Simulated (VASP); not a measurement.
# GaP (F-43m) in VASP: a series of runs, part 2 of 2

VASP 6.6.1.

### Step 4. Band structure, LDA

Contents of INCAR:

```
SYSTEM = GaP
PREC     = Accurate       ! precision mode
ENCUT    = 520            ! plane-wave cutoff, eV
EDIFF    = 1E-6           ! SCF threshold, eV
ISMEAR   = 0              ! smearing method
SIGMA    = 0.03           ! smearing width, eV
LREAL    = .False.        ! projectors in reciprocal space
LASPH    = .True.         ! aspherical terms in the spheres
NELM     = 80             ! most SCF steps
ALGO     = Fast           ! electronic algorithm
ISIF     = 2              ! what is computed and relaxed
LWAVE    = .False.        ! write WAVECAR
LCHARG   = .False.        ! write CHGCAR
NBANDS   = 16             ! bands
```

Contents of KPOINTS:

```
Automatic mesh
0
Gamma
  8 8 8
  0 0 0
```

Contents of POSCAR:

```
GaP                                     
1.0
    0.0000000000      2.7184163015      2.7184163015
    2.7184163015      0.0000000000      2.7184163015
    2.7184163015      2.7184163015      0.0000000000
  Ga              P             
     1     1
Direct
     0.0000000000000000    0.0000000000000000    0.0000000000000000
     0.2500000000000000    0.2500000000000000    0.2500000000000000
```

KPOINTS_OPT is that of step 3.

Potentials or basis: VASP PAW LDA potentials, release 64 (Ga_d, P).

On the command line:

```bash
$ cat potpaw_LDA.64/Ga_d/POTCAR potpaw_LDA.64/P/POTCAR > POTCAR
$ mpirun -np 1 vasp_std > vasp.out
```

Run time: 40 s. Hardware: 1 thread of Intel Xeon 6975P-C (Granite Rapids), shared host; peak memory 0.16 GiB.

It converged, with:

| Property | Result |
| --- | --- |
| Free energy | -10.4447 eV |
| Pressure | -2.1 GPa |
| Band gap on the k mesh | 1.48 eV, indirect (least direct gap 1.70 eV) |
| Band gap along the path | 1.43 eV, indirect (least direct gap 1.70 eV) |

Levels at the corners of the path, in eV from the valence-band top:
```
point  band 6  band 7  band 8  band 9  band 10  band 11  band 12  band 13
    Γ  -12.57    0.00    0.00    0.00     1.70     3.79     3.79     3.79
    X   -9.53   -6.88   -2.73   -2.73     1.48     1.68    10.51    10.51
    X   -9.53   -6.88   -2.73   -2.73     1.48     1.68    10.51    10.51
    W   -9.43   -6.67   -3.66   -3.51     4.59     4.81     5.99     6.01
    W   -9.43   -6.67   -3.66   -3.51     4.59     4.81     5.99     6.01
    K   -9.56   -6.66   -4.03   -2.30     2.04     4.70     8.16     8.18
    K   -9.56   -6.66   -4.03   -2.30     2.04     4.70     8.16     8.18
    Γ  -12.57    0.00    0.00    0.00     1.70     3.79     3.79     3.79
    Γ  -12.57    0.00    0.00    0.00     1.70     3.79     3.79     3.79
    L  -10.46   -6.75   -1.14   -1.14     1.54     4.63     4.63     8.06
    L  -10.46   -6.75   -1.14   -1.14     1.54     4.63     4.63     8.06
    U   -9.56   -6.66   -4.03   -2.30     2.04     4.70     8.16     8.18
    U   -9.56   -6.66   -4.03   -2.30     2.04     4.70     8.16     8.18
    W   -9.43   -6.67   -3.66   -3.51     4.59     4.81     5.99     6.01
    W   -9.43   -6.67   -3.66   -3.51     4.59     4.81     5.99     6.01
    L  -10.46   -6.75   -1.14   -1.14     1.54     4.63     4.63     8.06
    L  -10.46   -6.75   -1.14   -1.14     1.54     4.63     4.63     8.06
    K   -9.56   -6.66   -4.03   -2.30     2.04     4.70     8.16     8.18
    U   -9.56   -6.66   -4.03   -2.30     2.04     4.70     8.16     8.18
    X   -9.53   -6.88   -2.73   -2.73     1.48     1.68    10.51    10.51
```

### Step 5. Band structure, r2SCAN

INCAR, as its differences from that of step 4:

```diff
@@ -9,3 +9,3 @@
 NELM     = 80             ! most SCF steps
-ALGO     = Fast           ! electronic algorithm
+ALGO     = Normal         ! electronic algorithm
 ISIF     = 2              ! what is computed and relaxed
@@ -13,2 +13,4 @@
 LCHARG   = .False.        ! write CHGCAR
+METAGGA  = R2SCAN         ! meta-GGA
+LMIXTAU  = .True.       
 NBANDS   = 16             ! bands
```

KPOINTS is that of step 4.

POSCAR is that of step 4.

KPOINTS_OPT is that of step 4.

Potentials or basis: VASP PAW PBE potentials, release 64 (Ga_d, P).

On the command line:

```bash
$ cat potpaw_PBE.64/Ga_d/POTCAR potpaw_PBE.64/P/POTCAR > POTCAR
$ mpirun -np 1 vasp_std > vasp.out
```

It took 2.7 min on 1 thread of Intel Xeon 6975P-C (Granite Rapids), shared host; peak memory 0.17 GiB.

Results (log left out):

* Free energy: -21.4625 eV
* Pressure: 0.7 GPa
* Band gap on the k mesh: 1.89 eV, indirect (least direct gap 2.41 eV)
* Band gap along the path: 1.84 eV, indirect (least direct gap 2.41 eV)

Levels at the corners of the path, in eV from the valence-band top:
| point | band 7 | band 8 | band 9 | band 10 | band 11 | band 12 |
| --- | --- | --- | --- | --- | --- | --- |
| Γ | 0.00 | 0.00 | 0.00 | 2.41 | 4.19 | 4.19 |
| X | -6.99 | -2.83 | -2.83 | 1.90 | 2.10 | 11.41 |
| X | -6.99 | -2.83 | -2.83 | 1.90 | 2.10 | 11.41 |
| W | -6.77 | -3.74 | -3.57 | 5.04 | 5.34 | 6.57 |
| W | -6.77 | -3.74 | -3.57 | 5.04 | 5.34 | 6.57 |
| K | -6.77 | -4.11 | -2.37 | 2.47 | 5.21 | 8.82 |
| K | -6.77 | -4.11 | -2.37 | 2.47 | 5.21 | 8.82 |
| Γ | 0.00 | 0.00 | 0.00 | 2.41 | 4.19 | 4.19 |
| Γ | 0.00 | 0.00 | 0.00 | 2.41 | 4.19 | 4.19 |
| L | -6.89 | -1.18 | -1.18 | 2.06 | 5.05 | 5.05 |
| L | -6.89 | -1.18 | -1.18 | 2.06 | 5.05 | 5.05 |
| U | -6.77 | -4.11 | -2.37 | 2.47 | 5.21 | 8.82 |
| U | -6.77 | -4.11 | -2.37 | 2.47 | 5.21 | 8.82 |
| W | -6.77 | -3.74 | -3.57 | 5.04 | 5.34 | 6.57 |
| W | -6.77 | -3.74 | -3.57 | 5.04 | 5.34 | 6.57 |
| L | -6.89 | -1.18 | -1.18 | 2.06 | 5.05 | 5.05 |
| L | -6.89 | -1.18 | -1.18 | 2.06 | 5.05 | 5.05 |
| K | -6.77 | -4.11 | -2.37 | 2.47 | 5.21 | 8.82 |
| U | -6.77 | -4.11 | -2.37 | 2.47 | 5.21 | 8.82 |
| X | -6.99 | -2.83 | -2.83 | 1.90 | 2.10 | 11.41 |

Caveat: the PAW data sets were made with another functional, which shifts forces and pressure a little.

### Step 6. Band structure, PBE, spin-orbit coupling, no magnetisation

INCAR, as its differences from that of step 5:

```diff
@@ -9,3 +9,3 @@
 NELM     = 80             ! most SCF steps
-ALGO     = Normal         ! electronic algorithm
+ALGO     = Fast           ! electronic algorithm
 ISIF     = 2              ! what is computed and relaxed
@@ -13,4 +13,7 @@
 LCHARG   = .False.        ! write CHGCAR
-METAGGA  = R2SCAN         ! meta-GGA
-LMIXTAU  = .True.       
-NBANDS   = 16             ! bands
+MAGMOM   = 0 0 0 0 0 0    ! initial moments
+LORBIT   = 11             ! projections on sites
+LSORBIT  = .True.         ! spin-orbit coupling
+GGA_COMPAT= .False.      
+GGA      = PE             ! functional
+NBANDS   = 30             ! bands
```

Contents of KPOINTS:

```
Automatic mesh
0
Gamma
  6 6 6
  0 0 0
```

POSCAR is that of step 5.

KPOINTS_OPT is that of step 5.

Potentials or basis: VASP PAW PBE potentials, release 64 (Ga_d, P).

On the command line:

```bash
$ cat potpaw_PBE.64/Ga_d/POTCAR potpaw_PBE.64/P/POTCAR > POTCAR
$ mpirun -np 1 vasp_ncl > vasp.out
```

Wall time 3 min (1 thread of Intel Xeon 6975P-C (Granite Rapids), shared host); peak memory 0.32 GiB.

It converged, with:

- Free energy: -9.1032 eV
- Pressure: 3.1 GPa
- Valence electrons inside the program's atomic spheres: Ga 11.73; P 2.55

### Step 7. Summary

| level | potentials or basis | spin | k mesh | grid for exact exchange (PRECFOCK) | exchange at q = 0 | share of exact exchange | gap on the mesh (eV) | pressure (GPa) |
| --- | --- | --- | --- | --- | --- | --- | --- | --- |
| PBE-EpsX | VASP PAW PBE potentials, release 64 (Ga_d, P) | off | 6 × 6 × 6 | Fast | truncated | 0.0902 | 2.10 | 2.4 |
| PBE | VASP PAW PBE potentials, release 64 (Ga_d, P) | off | 8 × 8 × 8 | - | - | - | 1.63 | 3.1 |
| LDA | VASP PAW LDA potentials, release 64 (Ga_d, P) | off | 8 × 8 × 8 | - | - | - | 1.48 | -2.1 |
| r2SCAN | VASP PAW PBE potentials, release 64 (Ga_d, P) | off | 8 × 8 × 8 | - | - | - | 1.89 | 0.7 |
| PBE | VASP PAW PBE potentials, release 64 (Ga_d, P) | SOC, no magnetisation | 6 × 6 × 6 | - | - | - | - | 3.1 |

Alike in all rows: task band structure; cell as given; cutoff (eV) 520; smearing gaussian 0.03 eV.

Caveats: the PAW data sets were made with another functional, which shifts forces and pressure a little (some runs).

Total energies depend on the potentials used, so only differences within one code and one set of settings carry meaning.

### Step 8. Against experiment

Step 2. Against the measured gap of GaP, 2.34 eV (indirect; 10 K; quoted in “Stacking defects in GaP nanowires: Electronic structure and optical properties”, 2018, arxiv:1810.01194), the calculated 2.10 eV is off by -0.24 eV. Spin-orbit coupling on Ga is left out. The value is that of PBE-EpsX, without temperature or zero-point motion.

Step 3. A measured gap of GaP is 2.34 eV (indirect; 10 K; quoted in “Stacking defects in GaP nanowires: Electronic structure and optical properties”, 2018, arxiv:1810.01194); the calculated 1.58 eV misses it by -0.76 eV. Spin-orbit coupling on Ga is left out. The value is that of PBE, without temperature or zero-point motion. Semilocal functionals fall short of measured gaps as a rule.

Step 4. A measured gap of GaP is 2.34 eV (indirect; 10 K; quoted in “Stacking defects in GaP nanowires: Electronic structure and optical properties”, 2018, arxiv:1810.01194); the calculated 1.43 eV misses it by -0.91 eV. Spin-orbit coupling on Ga is left out. The value is that of LDA, without temperature or zero-point motion. Semilocal functionals fall short of measured gaps as a rule.

Step 5. Against the measured gap of GaP, 2.34 eV (indirect; 10 K; quoted in “Stacking defects in GaP nanowires: Electronic structure and optical properties”, 2018, arxiv:1810.01194), the calculated 1.84 eV is off by -0.50 eV. Spin-orbit coupling on Ga is left out. The value is that of r2SCAN, without temperature or zero-point motion.
